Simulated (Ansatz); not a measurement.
# Searching the electronic states of Ni, part 2 of 2

Aim: see which self-consistent states Ni reaches from different starts at one fixed geometry, and which of them is lowest. Ni is taken in the measured crystal structure (space group Fm-3m, primitive cell doubled), 2 atoms in the cell. Source: COD entry 2102248; the sample's temperature and pressure aren't taken into account.

Ansatz 0.2.0; DFT r2SCAN, PAW, plane waves, scalar-relativistic. The steps go on from the part before.

### 5 Spin on, no moments given (the program may seed its own), plain SCF

The input, input.yaml:

```yaml
crystal:
  lattice:
    - [0.0, -1.77935, -1.77935]
    - [-3.5587, -1.77935, -1.77935]
    - [0.0, 1.77935, -1.77935]
  atoms:
    - { symbol: Ni, position: [0.0, 0.0, 0.0] }
    - { symbol: Ni, position: [0.0, 0.5, 0.5] }
hamiltonian:
  xc: r2scan
  pseudopotentials: { kind: paw }
basis:
  ecutwfc: 500
kpoints:
  mp_grid: { grid: [14, 8, 11] }
scf:
  occupations: { method: fermi_dirac, width: 0.05 }
  lower_state_search: "off"
output:
  forces: true
  stress: true
magnetization:
  spin_polarized: true
```

Output, shortened:

```text
[... 1 line as in an earlier run ...]
band count auto-derived: 24 (N_el = 36.0; filled up to band 18; 22 by the electrons, moments and atoms)
[... 21 lines as in an earlier run ...]
[...]
SCF iter   1: F=-11689.912938 eV  HF=-11688.862743 eV  |F-HF|=1.05e0  |Δ(HF+E_count)|=         —  Δρ=1.84e-1 (↑1.84e-1 ↓1.61e-1)  dr2=7.15e-2  dr2_τ=4.25e-2  dr2_m=6.12e0  M=2.491 μB ∫|m|=2.491 μB  ethr=1.26e-3  ⟨swp⟩=1.0  Hψ=46009  notcnv=0
[...]
SCF iter  12: F=-11690.526006 eV  HF=-11690.526006 eV  |F-HF|=4.64e-9  |Δ(HF+E_count)|=   6.38e-8  Δρ=5.61e-6 (↑9.06e-7 ↓5.61e-6)  dr2=1.04e-9  dr2_τ=3.16e-11  dr2_m=2.01e-9  M=1.566 μB ∫|m|=1.927 μB  ethr=1.12e-11  ⟨swp⟩=2.1  Hψ=60398  notcnv=0
[...]
SCF converged after 12 iterations
Magnetization: 1.5657 μB (18.7828 up, 17.2172 down)
Absolute magnetization: 1.9297 μB (∫|ρ↑−ρ↓|, with the PAW one-centre terms)
Spin contamination: 0.0485 ħ² per cell (⟨S²⟩ above its minimum at these occupations)
Per-site moments (μB) at R_I (Å): [(0.8541643701534579, 1.0380071221610339), (0.8541643701534579, 1.0380071221610339)]
Free energy (F): -11690.526006 eV
[...]
E sigma→0 (E₀):  -11690.515490 eV
Entropy (-TS):   -0.021031 eV (-10.515 meV/atom)
Fermi energy:    17.354565 eV
[... 26 lines left out: energy terms, forces, stress ...]
```

Wall time 29 s (2 threads of an Arm CPU, shared host); peak memory 0.63 GiB.

This is the state of step 2 again (ferromagnetic), after 12 iterations.

### 6 Parallel moments scaled by 0.03, plain SCF

input.yaml: that of step 5 with these lines changed.

```diff
@@ -6,4 +6,6 @@
   atoms:
-    - { symbol: Ni, position: [0.0, 0.0, 0.0] }
-    - { symbol: Ni, position: [0.0, 0.5, 0.5] }
+    - { symbol: Ni, position: [0.0, 0.0, 0.0], spin: 0.06 }
+    - { symbol: Ni, position: [0.0, 0.5, 0.5], spin: 0.06 }
+magnetization:
+  spin_polarized: true
 hamiltonian:
@@ -21,3 +23 @@
   stress: true
-magnetization:
-  spin_polarized: true
```

Output, shortened:

```text
[... 12 lines as in an earlier run ...]
Bands: 23, of which v1, the nominal top of the filled ones, is band 18 counted from 1 (17 counted from 0)
[... 7 lines as in an earlier run ...]
Starting moments: Σ|m| = 0.12 μB on 2 of 2 sites
[... 3 lines as in an earlier run ...]
SCF iter   1: F=-11690.080373 eV  HF=-11690.124580 eV  |F-HF|=4.42e-2  |Δ(HF+E_count)|=         —  Δρ=4.54e-2 (↑4.54e-2 ↓1.97e-2)  dr2=4.54e-1  dr2_τ=1.28e-2  dr2_m=4.46e-2  M=0.285 μB ∫|m|=0.288 μB  β_m=1.00  ethr=1.26e-3  ⟨swp⟩=1.0  Hψ=88059  notcnv=0
[...]
spin-set hold released at iteration 7 (site moments contracting): the magnetisation degrees of freedom join the quasi-Newton model from the next iteration; the mixer history was flushed
[...]
SCF iter  21: F=-11690.526006 eV  HF=-11690.526005 eV  |F-HF|=1.26e-7  |Δ(HF+E_count)|=   5.57e-8  Δρ=6.25e-6 (↑6.01e-6 ↓6.25e-6)  dr2=2.82e-9  dr2_τ=1.07e-10  dr2_m=3.67e-9  M=1.566 μB ∫|m|=1.928 μB  ethr=1.98e-11  ⟨swp⟩=2.6  Hψ=61834  notcnv=0
[...]
[... 1 line as in an earlier run ...]
SCF converged after 21 iterations
Magnetization: 1.5658 μB (18.7829 up, 17.2171 down)
Absolute magnetization: 1.9299 μB (∫|ρ↑−ρ↓|, with the PAW one-centre terms)
Spin contamination: 0.0485 ħ² per cell (⟨S²⟩ above its minimum at these occupations)
Per-site moments (μB) at R_I (Å): [(0.8542243968729294, 1.0380071221610339), (0.8542243968729294, 1.0380071221610339)]
Free energy (F): -11690.526006 eV
[...]
E sigma→0 (E₀):  -11690.515491 eV
Entropy (-TS):   -0.021028 eV (-10.514 meV/atom)
Fermi energy:    17.354671 eV
[... 26 lines left out: energy terms, forces, stress ...]
```

Run time: 53 s. Hardware: 2 threads of an Arm CPU, shared host; peak memory 0.61 GiB.

This is the state of step 2 again (ferromagnetic), after 21 iterations.

### 7 Moments ++ scaled by 1.4, plain SCF

input.yaml: that of step 6 with these lines changed.

```diff
@@ -6,4 +6,4 @@
   atoms:
-    - { symbol: Ni, position: [0.0, 0.0, 0.0], spin: 0.06 }
-    - { symbol: Ni, position: [0.0, 0.5, 0.5], spin: 0.06 }
+    - { symbol: Ni, position: [0.0, 0.0, 0.0], spin: 2.8 }
+    - { symbol: Ni, position: [0.0, 0.5, 0.5], spin: 2.8 }
 magnetization:
```

Output, shortened:

```text
[... 12 lines as in an earlier run ...]
Bands: 25, of which v1, the nominal top of the filled ones, is band 18 counted from 1 (17 counted from 0)
[... 7 lines as in an earlier run ...]
Starting moments: Σ|m| = 5.6 μB on 2 of 2 sites
[... 2 lines as in an earlier run ...]
[...]
SCF iter   1: F=-11690.092028 eV  HF=-11688.451808 eV  |F-HF|=1.64e0  |Δ(HF+E_count)|=         —  Δρ=1.78e-1 (↑1.69e-1 ↓1.78e-1)  dr2=1.81e-2  dr2_τ=7.79e-2  dr2_m=6.21e0  M=2.424 μB ∫|m|=2.642 μB  β_m=0.30  ethr=5.05e-5  ⟨swp⟩=2.0  Hψ=101839  notcnv=0
[...]
spin-set hold released at iteration 10 (site moments contracting): the magnetisation degrees of freedom join the quasi-Newton model from the next iteration; the mixer history was flushed
[...]
SCF iter  22: F=-11690.526006 eV  HF=-11690.526006 eV  |F-HF|=2.65e-8  |Δ(HF+E_count)|=   1.14e-7  Δρ=4.98e-6 (↑3.88e-6 ↓4.98e-6)  dr2=4.26e-10  dr2_τ=9.84e-12  dr2_m=3.45e-9  M=1.566 μB ∫|m|=1.927 μB  ethr=5.96e-12  ⟨swp⟩=4.0  Hψ=54711  notcnv=0
[...]
[... 1 line as in an earlier run ...]
SCF converged after 22 iterations
Magnetization: 1.5656 μB (18.7828 up, 17.2172 down)
Absolute magnetization: 1.9295 μB (∫|ρ↑−ρ↓|, with the PAW one-centre terms)
Spin contamination: 0.0485 ħ² per cell (⟨S²⟩ above its minimum at these occupations)
Per-site moments (μB) at R_I (Å): [(0.854102331519152, 1.0380071221610339), (0.854102331519152, 1.0380071221610339)]
Free energy (F): -11690.526006 eV
[...]
E sigma→0 (E₀):  -11690.515489 eV
Entropy (-TS):   -0.021033 eV (-10.517 meV/atom)
Fermi energy:    17.354484 eV
[... 26 lines left out: energy terms, forces, stress ...]
```

It took 53 s on 2 threads of an Arm CPU, shared host; peak memory 0.63 GiB.

The run ends in the same state as step 2 (ferromagnetic); it took 22 iterations.

### 8 A moment on one site alone, plain SCF

input.yaml: that of step 7 with these lines changed.

```diff
@@ -6,4 +6,4 @@
   atoms:
-    - { symbol: Ni, position: [0.0, 0.0, 0.0], spin: 2.8 }
-    - { symbol: Ni, position: [0.0, 0.5, 0.5], spin: 2.8 }
+    - { symbol: Ni, position: [0.0, 0.0, 0.0], spin: 2.0 }
+    - { symbol: Ni, position: [0.0, 0.5, 0.5] }
 magnetization:
```

Output, shortened:

```text
[... 20 lines as in an earlier run ...]
Starting moments: Σ|m| = 2 μB on 1 of 2 sites
[... 2 lines as in an earlier run ...]
SCF iter   1: F=-11686.443498 eV  HF=-11690.130324 eV  |F-HF|=3.69e0  |Δ(HF+E_count)|=         —  Δρ=1.09e-1 (↑1.09e-1 ↓4.63e-2)  dr2=4.38e0  dr2_τ=2.10e-2  dr2_m=2.88e-1  M=1.605 μB ∫|m|=1.751 μB  β_m=0.30  ethr=3.10e-3  ⟨swp⟩=5.4  Hψ=63808  notcnv=0
[...]
spin-set hold released at iteration 5 (the charge has settled, or the pull on large starting moments outlasts its swing): the magnetisation degrees of freedom join the quasi-Newton model from the next iteration; the mixer history was flushed
[...]
SCF iter  20: F=-11690.526005 eV  HF=-11690.526005 eV  |F-HF|=1.41e-7  |Δ(HF+E_count)|=   9.92e-8  Δρ=1.18e-5 (↑8.40e-6 ↓1.18e-5)  dr2=1.00e-8  dr2_τ=2.02e-10  dr2_m=3.41e-9  M=1.566 μB ∫|m|=1.927 μB  ethr=1.48e-10  ⟨swp⟩=4.5  Hψ=58793  notcnv=0
[...]
[... 1 line as in an earlier run ...]
SCF converged after 20 iterations
Magnetization: 1.5657 μB (18.7829 up, 17.2171 down)
Absolute magnetization: 1.9298 μB (∫|ρ↑−ρ↓|, with the PAW one-centre terms)
Spin contamination: 0.0485 ħ² per cell (⟨S²⟩ above its minimum at these occupations)
Per-site moments (μB) at R_I (Å): [(0.8541076621543644, 1.0380071221610339), (0.8542629018614178, 1.0380071221610339)]
Free energy (F): -11690.526005 eV
[...]
E sigma→0 (E₀):  -11690.515491 eV
Entropy (-TS):   -0.021030 eV (-10.515 meV/atom)
Fermi energy:    17.354590 eV
[... 26 lines left out: energy terms, forces, stress ...]
```

It took 44 s on 2 threads of an Arm CPU, shared host; peak memory 0.63 GiB.

This is the state of step 2 again (ferromagnetic), after 20 iterations.

### 9 Parallel moments, spin not held back in the first iterations, no switch to direct minimisation

input.yaml: that of step 8 with these lines changed.

```diff
@@ -7,3 +7,3 @@
     - { symbol: Ni, position: [0.0, 0.0, 0.0], spin: 2.0 }
-    - { symbol: Ni, position: [0.0, 0.5, 0.5] }
+    - { symbol: Ni, position: [0.0, 0.5, 0.5], spin: 2.0 }
 magnetization:
@@ -20,2 +20,4 @@
   lower_state_search: "off"
+  algorithm: density_mixing
+  mixing: { spin_hold: "off" }
 output:
```

Output, shortened:

```text
[... 20 lines as in an earlier run ...]
Starting moments: Σ|m| = 4 μB on 2 of 2 sites
[... 2 lines as in an earlier run ...]
[...]
SCF iter   1: F=-11690.321305 eV  HF=-11689.592835 eV  |F-HF|=7.28e-1  |Δ(HF+E_count)|=         —  Δρ=1.11e-1 (↑8.37e-2 ↓1.11e-1)  dr2=1.05e-1  dr2_τ=3.66e-2  dr2_m=1.94e0  M=2.055 μB ∫|m|=2.237 μB  β_m=0.62  ethr=2.92e-4  ⟨swp⟩=1.2  Hψ=91405  notcnv=0
[...]
SCF iter  14: F=-11690.526006 eV  HF=-11690.526005 eV  |F-HF|=1.21e-7  |Δ(HF+E_count)|=   1.23e-7  Δρ=4.48e-6 (↑3.03e-6 ↓4.48e-6)  dr2=1.99e-9  dr2_τ=4.74e-11  dr2_m=1.88e-10  M=1.566 μB ∫|m|=1.927 μB  ethr=1.33e-11  ⟨swp⟩=4.0  Hψ=54954  notcnv=0
[...]
[... 1 line as in an earlier run ...]
SCF converged after 14 iterations
Magnetization: 1.5657 μB (18.7829 up, 17.2171 down)
Absolute magnetization: 1.9298 μB (∫|ρ↑−ρ↓|, with the PAW one-centre terms)
Spin contamination: 0.0485 ħ² per cell (⟨S²⟩ above its minimum at these occupations)
Per-site moments (μB) at R_I (Å): [(0.85418134556032, 1.0380071221610339), (0.85418134556032, 1.0380071221610339)]
Free energy (F): -11690.526006 eV
[...]
E sigma→0 (E₀):  -11690.515490 eV
Entropy (-TS):   -0.021031 eV (-10.515 meV/atom)
Fermi energy:    17.354576 eV
[... 26 lines left out: energy terms, forces, stress ...]
```

Wall time 37 s (2 threads of an Arm CPU, shared host); peak memory 0.63 GiB.

The run ends in the same state as step 2 (ferromagnetic); it took 14 iterations.

### 10 Comparing the starts

```csv
step,iterations,state,moments of Ni1 Ni2 (μB),total (μB),gap (eV),pressure (GPa),above lowest (meV/atom)
2,14,1,0.85 0.85,1.57,none,-12.5,0.0
3,33,2,0.30 -0.30,0.00,none,-14.5,118
4,9,3,0.00 0.00,0.00,none,-15.3,129
5,12,1,0.85 0.85,1.57,none,-12.5,0.0
6,21,1,0.85 0.85,1.57,none,-12.5,0.0
7,22,1,0.85 0.85,1.57,none,-12.5,0.0
8,20,1,0.85 0.85,1.57,none,-12.5,0.0
9,14,1,0.85 0.85,1.57,none,-12.5,0.0
```

States are numbered from the lowest. Starts by step: 2 parallel moments, plain SCF; 3 opposed moments +-, plain SCF; 4 no spin polarisation; 5 spin on, no moments given (the program may seed its own), plain SCF; 6 parallel moments scaled by 0.03, plain SCF; 7 moments ++ scaled by 1.4, plain SCF; 8 a moment on one site alone, plain SCF; 9 parallel moments, spin not held back in the first iterations, no switch to direct minimisation.

The 8 runs of this session took 5 min in all, from 10 s to 53 s each.

Decimal logarithm of the largest residual (eV) by iteration, counted through all cycles of a run (7 of the 8 runs):

```csv
iteration,step 2,step 3,step 4,step 5,step 6,step 7,step 8
1,0.3,0.5,-1.3,0.8,-0.3,0.8,0.6
2,-0.4,0.3,-2.1,-0.6,-0.9,0.6,1.0
3,-2.3,-0.9,-2.5,-1.0,-1.1,0.4,0.0
4,-1.9,-1.2,-2.4,-1.0,-1.0,0.2,0.0
5,-2.5,-2.1,-3.6,-1.4,-1.3,0.0,-0.1
7,-3.8,-2.8,-5.5,-3.8,-2.0,-0.5,0.4
10,-6.6,-4.3,-,-5.6,-3.2,-1.1,-1.9
13,-7.7,-5.4,-,-,-3.5,-3.6,-3.6
16,-,-5.5,-,-,-4.4,-5.5,-5.9
18,-,-5.3,-,-,-6.5,-6.4,-6.2
21,-,-5.1,-,-,-8.4,-8.3,-
24,-,-5.2,-,-,-,-,-
27,-,-6.0,-,-,-,-,-
30,-,-7.1,-,-,-,-,-
33,-,-9.0,-,-,-,-,-
```

### 11 Results

What follows sums up all 2 parts.

| quantity | value |
| --- | --- |
| distinct states | 3 from 8 converged runs |
| lowest state from plain starts | ferromagnetic |
| its moments | Ni1 0.85, Ni2 0.85 μB |
| total moment | 1.57 μB per cell |
| gap on the k-mesh | none |
| pressure | -12.5 GPa |
| largest force | 0.000 eV/Å |
| next state | antiferromagnetic, 118 meV/atom higher |
| highest state | non-magnetic (no spin polarisation), 129 meV/atom higher |

Distinct end states: 3, from 8 converged runs. Switching spin polarisation off costs 129 meV/atom in free energy, smearing entropy included. The best antiferromagnetic state lies 118 meV/atom above the best ferromagnetic one. A lower state than any found can't be excluded. The mesh has less symmetry than the lattice, which lowers the symmetry of the run.
